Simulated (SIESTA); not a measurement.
WC (Qusongite):

```xyz
2
Lattice="2.9065 0.0000 0.0000 -1.4532 2.5171 0.0000 0.0000 0.0000 2.8366" Properties=species:S:1:pos:R:3 pbc="T T T"
W     0.0000    0.0000    0.0000
C     1.4533    0.8390    1.4183
```

Base run:

```yaml
Program: SIESTA 5.4.2
Functional: PBEsol
Potentials_or_basis: PseudoDojo 0.4 standard (PBEsol files)
Basis: DZP (energy shift 0.003 Ry; two zetas on semicore shells)
Grid_cutoff: 800 Ry
Energy_shift: 0.003 Ry
k_mesh: 10 × 10 × 9
Occupations: fermi-dirac, width 0.05 eV
Spin: no spin polarisation
```

Its results: band gap on the k mesh none (metal or under the smearing width); pressure 2.7 GPa.

The run is repeated on the same cell with these changes: functional from PBEsol to AM05. What comes out?

Band gap on the k mesh none (metal or under the smearing width); pressure 0.6 GPa.

Caveats: short orbitals over semicore shells can move pressures by several GPa; the basis of atomic orbitals isn't converged, which shifts pressures, moduli and gaps; the potentials were made for another functional, which shifts forces and pressure (some runs).

Not every run made on this cell is shown here.
